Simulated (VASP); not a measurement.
# TaN (P6_3mc) in VASP: notebook

Runs on TaN. Level: HSE06. Tasks: single point.

Everything below comes from runs of VASP 6.6.1. Logs are shortened: lines on timing, memory, paths and dates and some standing lists are left out, and cuts for length are marked.

**1. The crystal as given**

It takes space group P6_3mc (No. 186, hexagonal). The conventional cell has a = 3.050 Å, b = 3.050 Å, c = 4.940 Å, α = 90.00°, β = 90.00°, γ = 120.00°. Ta (site symmetry 3m) is surrounded by 4 N at 1.85 to 1.90 Å. N (site symmetry 3m) is surrounded by 4 Ta at 1.85 to 1.90 Å.

**2. Single point, HSE06, collinear spin, antiferromagnetic start**

The input, POSCAR:

```
TaN
1.0
    3.0500020400      0.0000000000      0.0000000000
   -1.5250010200      2.6413792500      0.0000000000
    0.0000000000      0.0000000000      4.9400015300
Ta N
2 2
Direct
    0.3333333333      0.6666666667      0.0000000000
    0.6666666667      0.3333333333      0.5000000000
    0.3333333333      0.6666666667      0.3850000000
    0.6666666667      0.3333333333      0.8850000000
```

The input, INCAR.step1:

```
PREC     = Accurate       # precision mode
ENCUT    = 450            # plane-wave cutoff, eV
EDIFF    = 1E-5           # SCF threshold, eV
ISMEAR   = 0              # smearing method
SIGMA    = 0.05           # smearing width, eV
LREAL    = F              # projectors in reciprocal space
LASPH    = T              # aspherical terms in the spheres
NELM     = 100            # most SCF steps
ALGO     = Normal         # electronic algorithm
ISIF     = 2              # what is computed and relaxed
LWAVE    = T              # write WAVECAR
LCHARG   = F              # write CHGCAR
ISPIN    = 2              # spin polarisation
MAGMOM   = 0.5 -0.5 0 0   # initial moments
LORBIT   = 11             # projections on sites
LMAXMIX  = 4              # l up to which the mixer works
GGA      = PE             # functional
```

The input, INCAR.step2:

```
PREC     = Accurate       # precision mode
ENCUT    = 450            # plane-wave cutoff, eV
EDIFF    = 1E-7           # SCF threshold, eV
ISMEAR   = 0              # smearing method
SIGMA    = 0.05           # smearing width, eV
LREAL    = F              # projectors in reciprocal space
LASPH    = T              # aspherical terms in the spheres
NELM     = 100            # most SCF steps
ALGO     = Normal         # electronic algorithm
ISIF     = 2              # what is computed and relaxed
LWAVE    = F              # write WAVECAR
LCHARG   = F              # write CHGCAR
ISPIN    = 2              # spin polarisation
MAGMOM   = 0.5 -0.5 0 0   # initial moments
LORBIT   = 11             # projections on sites
LMAXMIX  = 4              # l up to which the mixer works
GGA      = PE             # functional
LHFCALC  = T              # exact exchange
HFSCREEN = 0.2            # screening, 1/A
PRECFOCK = Fast         
ISTART   = 1
```

The input, KPOINTS:

```
Automatic mesh
0
Gamma
  5 5 3
```

Potentials or basis: VASP PAW PBE potentials, release 64 (Ta_pv, N).

Launch:

```
$ cat potpaw_PBE.64/Ta_pv/POTCAR potpaw_PBE.64/N/POTCAR > POTCAR
$ cp INCAR.step1 INCAR
$ mpirun -np 1 vasp_std > vasp.out
$ cp INCAR.step2 INCAR
$ mpirun -np 1 vasp_std > vasp.out
```

OUTCAR:

```text
PREC = Accurate
   ENCUT = 450
   EDIFF = 1E-7
   ISMEAR = 0
   LREAL = F
   LASPH = T
   NELM = 100
   ISIF = 2
   ISPIN = 2
   LORBIT = 11
   GGA = PE
   LHFCALC = T
   HFSCREEN = 0.2
   PRECFOCK = Fast
   ISTART = 1

 ion  position               nearest neighbor table
   1  0.333  0.667  0.000-   4 1.85   4 1.85   4 1.85   3 1.90   2 3.03   2 3.03   2 3.03   2 3.03
                             2 3.03   2 3.03
   2  0.667  0.333  0.500-   3 1.85   3 1.85   3 1.85   4 1.90   1 3.03   1 3.03   1 3.03   1 3.03
                             1 3.03   1 3.03
   3  0.333  0.667  0.385-   2 1.85   2 1.85   2 1.85   1 1.90
   4  0.667  0.333  0.885-   1 1.85   1 1.85   1 1.85   2 1.90

  LATTYP: Found a hexagonal cell.
 ALAT       =     3.0500020400
 C/A-ratio  =     1.6196715495

  Lattice vectors:

 A1 = (   3.0500020400,   0.0000000000,   0.0000000000)
 A2 = (  -1.5250010200,   2.6413792500,   0.0000000000)
 A3 = (   0.0000000000,   0.0000000000,   4.9400015300)

Analysis of symmetry for initial positions (statically):
=====================================================================
 Subroutine PRICEL returns:
 Original cell was already a primitive cell.

 Routine SETGRP: Setting up the symmetry group for a
 hexagonal supercell.

 Subroutine GETGRP returns: Found 12 space group operations
 (whereof  6 operations were pure point group operations)
 out of a pool of 24 trial point group operations.

The static configuration has the point symmetry C_3v.
 The point group associated with its full space group is C_6v.

Analysis of symmetry for dynamics (positions and initial velocities):
=====================================================================
 Subroutine PRICEL returns:
 Original cell was already a primitive cell.

 Routine SETGRP: Setting up the symmetry group for a
 hexagonal supercell.

 Subroutine GETGRP returns: Found 12 space group operations
 (whereof  6 operations were pure point group operations)
 out of a pool of 24 trial point group operations.

The dynamic configuration has the point symmetry C_3v.
 The point group associated with its full space group is C_6v.

Analysis of structural, dynamic, and magnetic symmetry:
=====================================================================
 Subroutine PRICEL returns:
 Original cell was already a primitive cell.

 Routine SETGRP: Setting up the symmetry group for a
 hexagonal supercell.

 Subroutine GETGRP returns: Found 12 space group operations
 (whereof  6 operations were pure point group operations)
 out of a pool of 24 trial point group operations.

The overall configuration has the point symmetry C_3v.
 The point group associated with its full space group is C_6v.

 Subroutine INISYM returns: Found 12 space group operations
 (whereof  6 operations are pure point group operations),
 and found     1 'primitive' translations

----------------------------------------------------------------------------------------

                                     Primitive cell

  volume of cell :      39.7977

  direct lattice vectors                    reciprocal lattice vectors
     3.050002040  0.000000000  0.000000000     0.327868633  0.189295043  0.000000000
    -1.525001020  2.641379250  0.000000000     0.000000000  0.378590087  0.000000000
     0.000000000  0.000000000  4.940001530     0.000000000  0.000000000  0.202429087

  length of vectors
     3.050002040  3.050002042  4.940001530     0.378590087  0.378590087  0.202429087

  position of ions in fractional coordinates (direct lattice)
     0.333333333  0.666666667  0.000000000
     0.666666667  0.333333333  0.500000000
     0.333333333  0.666666667  0.385000000
     0.666666667  0.333333333  0.885000000

  ion indices of the primitive-cell ions
   primitive index   ion index
                 1           1
                 2           2
                 3           3
                 4           4
[... 34 lines left out ...]
  0.000000  0.000000  0.333333      2.000000
  0.200000  0.000000  0.333333     12.000000
  0.400000  0.000000  0.333333     12.000000
  0.200000  0.200000  0.333333     12.000000
  0.400000  0.200000  0.333333     12.000000
   k-points           NKPTS =     10   k-points in BZ     NKDIM =     75   number of bands    NBANDS=     20
   number of dos      NEDOS =    301   number of ions     NIONS =      4
   total plane-waves  NPLWV =  20736
   dimension x,y,z NGX =    24 NGY =   24 NGZ =   36
   dimension x,y,z NGXF=    48 NGYF=   48 NGZF=   72
   ions per type =               2   2
   NGX,Y,Z   is equivalent  to a cutoff of  13.08, 13.08, 12.12 a.u.
   NGXF,Y,Z  is equivalent  to a cutoff of  26.16, 26.16, 24.23 a.u.
 SYSTEM =  unknown system
   PREC   = accura    normal or accurate (medium, high low for compatibility)
   ISTART =      1    job   : 0-new  1-cont  2-samecut
   ICHARG =      0    charge: 1-file 2-atom 10-const
   ISPIN  =      2    spin polarized calculation?
   LNONCOLLINEAR =      F non collinear calculations
   LSORBIT =      F    spin-orbit coupling
   LASPH  =      T    aspherical Exc in radial PAW
   ENCUT  =  450.0 eV  33.07 Ry    5.75 a.u.   5.28  5.28  8.54*2*pi/ulx,y,z
   NELM   =    100;   NELMIN=  2; NELMDL=  0     # of ELM steps
   EDIFF  = 0.1E-06   stopping-criterion for ELM
   LREAL  =      F    real-space projection
   EDIFFG = 0.1E-05   stopping-criterion for IOM
   NSW    =      0    number of steps for IOM
   IBRION =     -1    ionic relax: 0-MD 1-quasi-New 2-CG
   NFREE  =      0    steps in history (QN), initial steepest desc. (CG)
   ISIF   =      2    stress and relaxation
   ISYM   =      3    0-nonsym 1-usesym 2-fastsym
   POTIM  = 0.5000    time-step for ionic-motion
   TEBEG  =    0.0;   TEEND  =   0.0 temperature during run
   PSTRESS=    0.0 pullay stress
   NELECT =      32.0000    total number of electrons
   NUPDOWN=      -1.0000    fix difference up-down
   EMIN   =  10.00;   EMAX   =-10.00  energy-range for DOS
   EFERMI =   0.00;   METHOD = LEGACY
   ISMEAR =     0;   SIGMA  =   0.05  broadening in eV -4-tet -1-fermi 0-gaus
   EFERMI_NEDOS =   21; number of points for ismear=-14 and -15
   IALGO  =     38    algorithm
   IMIX   =      1    mixing-type and parameters
     AMIX     =   0.40;   BMIX     =  1.00
     AMIX_MAG =   1.60;   BMIX_MAG =  1.00
  volume/ion in A,a.u.               =       9.95        67.14
  Fermi-wavevector in a.u.,A,eV,Ry     =   1.522318  2.876765 31.530867  2.317453
  Thomas-Fermi vector in A             =   2.630914
   LORBIT       =     11    0 simple, 1 ext, 2 COOP (PROOUT), +10 PAW based schemes
   GGA     = PE    functional components
   LHFCALC =     T    Hartree Fock is set to
   PRECFOCK=fast      Normal, Fast or Accurate (Low or Medium for compatibility)
   ENCUT4O =  -1.0   cutoff for four orbital integrals eV
   NKREDX  =     1    reduce k-point grid by
   NKREDY  =     1    reduce k-point grid by
   NKREDZ  =     1    reduce k-point grid by
   AEXX    =    0.2500 exact exchange contribution
   HFSCREEN=    0.2000 screening length (either q_TF or 0.3 A-1)
   HFSCREENC=   0.2000 screening length for correlation (either q_TF or 0.3 A-1)
   ENCUTFOCK=  -1.0 apply spherical cutoff to Coloumb kernel
   IVDW    =     0    specifies the selected vdW correction
   LEPSILON=     F    determine dielectric tensor
   LRPA    =     F    only Hartree local field effects (RPA)
 spin polarized calculation
 Gauss-broadening in eV      SIGMA  =   0.05
  energy-cutoff  :      450.00
  volume of cell :       39.80
 maximum number of plane-waves:       874
 NGX is ok and might be reduce to    24
  NGX = 12; NGY = 12; NGZ = 20

 number of electron      32.0000005 magnetization       0.0000000

 Free energy of the ion-electron system (eV)
  ---------------------------------------------------
  ext. energy  EPLUGINS =         0.00000000
  ---------------------------------------------------
  free energy    TOTEN  =       -45.60635191 eV

  energy without entropy =      -45.60412880  energy(sigma->0) =      -45.60524035

 E-fermi :  10.0011     XC(G=0): -11.0213

 val. band max:        9.9649785434   @ k =   0.4000   0.0000   0.3333
 cond. band min:      10.0721120665   @ k =   0.4000   0.2000   0.0000
 fundamental gap:      0.1071335231
 Fermi energy:        10.0011290599

 spin component 1

 k-point     1 :       0.0000    0.0000    0.0000
  band No.  band energies     occupation
      1     -29.1176      1.00000
      2     -27.8527      1.00000
      3     -27.8527      1.00000
      4     -27.6268      1.00000
      5     -27.6268      1.00000
      6     -27.5710      1.00000
[... 206 lines left out ...]
      6     -27.8804      1.00000
[... 12 lines left out ...]
     19      12.5311      0.00000
     20      13.6031      0.00000
 Fermi energy:        10.0011290599

 spin component 2

 k-point     1 :       0.0000    0.0000    0.0000
  band No.  band energies     occupation
      1     -29.1176      1.00000
      2     -27.8527      1.00000
      3     -27.8527      1.00000
      4     -27.6268      1.00000
      5     -27.6268      1.00000
      6     -27.5710      1.00000
[... 219 lines left out ...]
     19      12.5311      0.00000
     20      13.6031      0.00000

------------------------ aborting loop because EDIFF is reached ----------------------------------------

  FORCE on cell =-STRESS in cart. coord.  units (eV):
  Direction    XX          YY          ZZ          XY          YZ          ZX
  --------------------------------------------------------------------------------------
  -------------------------------------------------------------------------------------
  Total       35.2017311     35.2017311     26.9433805      0.0000000     -0.0000000      0.0000000
  in kB     1417.1526325   1417.1526344   1084.6876398      0.0000000     -0.0000000      0.0000000
  external PRESSURE =    1306.3309689 kB  Pullay stress =       0.0000000 kB

 VOLUME and BASIS-vectors are now :
 -----------------------------------------------------------------------------
  energy-cutoff  :      450.00
  volume of cell :       39.80
      direct lattice vectors                 reciprocal lattice vectors
     3.050002040  0.000000000  0.000000000     0.327868633  0.189295043  0.000000000
    -1.525001020  2.641379250  0.000000000     0.000000000  0.378590087  0.000000000
     0.000000000  0.000000000  4.940001530     0.000000000  0.000000000  0.202429087

 POSITION                                       TOTAL-FORCE (eV/Angst)
 -----------------------------------------------------------------------------------
     -0.00000      1.76092      0.00000        -0.000000      0.000000      2.265867
      1.52500      0.88046      2.47000         0.000000     -0.000000      2.265867
     -0.00000      1.76092      1.90190         0.000000     -0.000000     -2.265867
      1.52500      0.88046      4.37190        -0.000000      0.000000     -2.265867
 -----------------------------------------------------------------------------------
    total drift:                                0.000000     -0.000000      0.005016

  FREE ENERGIE OF THE ION-ELECTRON SYSTEM (eV)
  ---------------------------------------------------
  free  energy   TOTEN  =       -45.6063519059 eV

  energy  without entropy=      -45.6041287961  energy(sigma->0) =      -45.60524035

 total charge

# of ion       s       p       d       tot
------------------------------------------
    1        0.404   6.416   2.985   9.805
    2        0.404   6.416   2.985   9.805
    3        1.310   2.737   0.000   4.047
    4        1.310   2.737   0.000   4.047
--------------------------------------------------
tot          3.429  18.305   5.970  27.704

 magnetization (x)

# of ion       s       p       d       tot
------------------------------------------
    1       -0.000   0.002   0.011   0.013
    2        0.000  -0.002  -0.011  -0.013
    3       -0.000  -0.007   0.000  -0.007
    4        0.000   0.007   0.000   0.007
--------------------------------------------------
tot          0.000   0.000   0.000   0.000
```

Run time: 19 min. Hardware: 1 thread of Intel Xeon 6975P-C (Granite Rapids), shared host; peak memory 0.28 GiB.

Results:

| Quantity | Value |
| --- | --- |
| Free energy | -45.6064 eV |
| Largest force | 2.266 eV/Å |
| Band gap on the k mesh | none (metal or under the smearing width) |
| Net moment | 0.00 μB per cell |
| Valence electrons inside the program's atomic spheres | Ta 9.80; N 4.05 |

Forces on the atoms (eV/Å):
```
Ta   0.000  0.000  2.266
Ta   0.000  0.000  2.266
N    0.000  0.000 -2.266
N    0.000  0.000 -2.266
```

Levels at points of the mesh, in eV from the Fermi level:
Spin up:
```csv
k point,band 13,band 14,band 15,band 16,band 17,band 18,band 19,band 20
"(0.00, 0.00, 0.00)",-9.36,-8.98,-1.25,-1.25,-0.34,2.40,2.95,2.95
```
Spin down:
```csv
k point,band 12,band 13,band 14,band 15,band 16,band 17,band 18,band 19,band 20
"(0.00, 0.00, 0.00)",-9.36,-9.36,-8.98,-1.25,-1.25,-0.34,2.40,2.95,2.95
```

Caveat: the k mesh is coarse (spacing up to 0.48 Å⁻¹), so the values aren't converged, least of all with exact exchange; the cutoff is under 1.25 times the usual one of these potentials, so pressure, stress and relaxed cells hold a basis-set (Pulay) error; a pressure of tens of GPa on the cell as given is suspect, and the run, the potentials or the cell itself is likely at fault; the PAW data sets were made with another functional, which shifts forces and pressure a little. Spin-orbit coupling is left out, which matters for the levels of Ta.

**3. Single point, HSE06, collinear spin, ferromagnetic start**

POSCAR is that of step 2.

The input, INCAR.step1:

```
SYSTEM = TaN
PREC = Accurate ; ENCUT = 450
EDIFF = 1E-5 ; ISMEAR = 0
SIGMA = 0.05 ; LREAL = .FALSE.
LASPH = .TRUE. ; NELM = 80
ALGO = Normal ; ISIF = 2
LWAVE = .TRUE. ; ISPIN = 2
MAGMOM = 0.5 0.5 0 0 ; LORBIT = 11
LMAXMIX = 4 ; GGA = PE
```

The input, INCAR.step2:

```
SYSTEM = TaN
PREC = Accurate ; ENCUT = 450
EDIFF = 1E-6 ; ISMEAR = 0
SIGMA = 0.05 ; LREAL = .FALSE.
LASPH = .TRUE. ; NELM = 80
ALGO = Normal ; ISIF = 2
LWAVE = .FALSE. ; LCHARG = .TRUE.
ISPIN = 2 ; MAGMOM = 0.5 0.5 0 0
LORBIT = 11 ; LMAXMIX = 4
GGA = PE ; LHFCALC = .TRUE.
HFSCREEN = 0.2 ; PRECFOCK = Fast
LELF = .TRUE. ; LVHAR = .TRUE.
ISTART = 1
```

The input, KPOINTS:

```
Automatic mesh
0
G
  5 5 3
  0 0 0
```

Potentials or basis: VASP PAW PBE potentials, release 64 (Ta_pv, N).

Launch:

```
$ cat potpaw_PBE.64/Ta_pv/POTCAR potpaw_PBE.64/N/POTCAR > POTCAR
$ cp INCAR.step1 INCAR
$ mpirun -np 1 vasp_std > vasp.out
$ cp INCAR.step2 INCAR
$ mpirun -np 1 vasp_std > vasp.out
```

Run time: 11 min. Hardware: 1 thread of Intel Xeon 6975P-C (Granite Rapids), shared host; peak memory 0.28 GiB.

It converged, with:

| Property | Result |
| --- | --- |
| Free energy | -45.6127 eV |
| Largest force | 2.119 eV/Å |
| Band gap on the k mesh | none (metal or under the smearing width) |
| Net moment | 0.24 μB per cell |
| Site moments | Ta +0.06; N +0.01 μB |
| Valence electrons inside the program's atomic spheres | Ta 9.80; N 4.05 |

Forces in eV/Å, atoms in the order of the input:
```
Ta   0.000  0.000  2.119
Ta   0.000  0.000  2.119
N    0.000  0.000 -2.119
N    0.000  0.000 -2.119
```

Levels at points of the mesh, in eV from the Fermi level:
Spin up:
```
           k point  band 13  band 14  band 15  band 16  band 17  band 18  band 19  band 20
(0.00, 0.00, 0.00)    -9.33    -8.98    -1.14    -1.14    -0.38     2.39     2.97     2.97
```
Spin down:
```
           k point  band 14  band 15  band 16  band 17  band 18  band 19
(0.00, 0.00, 0.00)    -8.89    -1.08    -1.08    -0.19     2.49     3.03
```

Caveat: the k mesh is coarse (spacing up to 0.48 Å⁻¹), so the values aren't converged, least of all with exact exchange; the cutoff is under 1.25 times the usual one of these potentials, so pressure, stress and relaxed cells hold a basis-set (Pulay) error; a pressure of tens of GPa on the cell as given is suspect, and the run, the potentials or the cell itself is likely at fault; the PAW data sets were made with another functional, which shifts forces and pressure a little.
